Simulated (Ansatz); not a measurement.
**Al₂Cu (P4/mmm), symmetry broken, then relaxed**

Computed with DFT PBEsol, scalar-relativistic, plane waves, PAW (Ansatz 0.2.0). The runs took a 420 eV cutoff, a Γ-centred 8×8×12 mesh and Gaussian smearing (0.15 eV). No spin polarisation. Energies are free energies at this smearing, counted from the undisturbed cell; pressure is positive in compression.

The undisturbed cell (relaxed at this level; it needn't be the usual structure):

```
CELL_PARAMETERS angstrom
4.08417 0.00000 0.00000
0.00000 4.08417 0.00000
0.00000 0.00000 2.84639
ATOMIC_POSITIONS crystal
Al 0.50000 0.00000 0.50000
Al 0.00000 0.50000 0.50000
Cu 0.00000 0.00000 0.00000
```

The atoms are displaced (Å, in the unstrained cell):

| atom | ux | uy | uz |
| --- | --- | --- | --- |
| Al1 | -0.051 | 0.087 | -0.111 |
| Al2 | -0.051 | 0.087 | -0.111 |
| Cu3 | 0.101 | -0.175 | 0.222 |

Cell and atoms are then relaxed.

Question: Does the relaxation return to the undisturbed structure?

Answer: Yes (up to a choice of domain or origin): same space group and volume, and an energy -0.1 meV/atom from it. The disturbance itself cost 254.4 meV/atom. The final space group reads P4/mmm (tolerance 0.05 Å) and the volume changes by 0.13 %.

Final structure:

```yaml
crystal:
  lattice:
    - [4.09195, -0.00101, -0.00003]
    - [-0.00101, 4.09409, 0.00027]
    - [-0.00002, 0.00019, 2.83780]
  atoms:
    - { symbol: Al, position: [0.50000, 0.00004, 0.50001] }
    - { symbol: Al, position: [0.99999, 0.49999, 0.49996] }
    - { symbol: Cu, position: [0.00001, 0.99997, 0.00003] }
```

The relaxation, step by step (energy from the first step; small jumps at an unchanged geometry come where the plane waves are selected anew for the new cell):

```tsv
step	ΔE (meV/atom)	largest force component (eV/Å)	pressure (GPa)
1	0.0	2.776	7.75
2	-154.6	1.579	4.15
3	-254.3	0.052	-0.13
4	-254.5	0.001	0.01
5	-254.5	0.001	0.01
```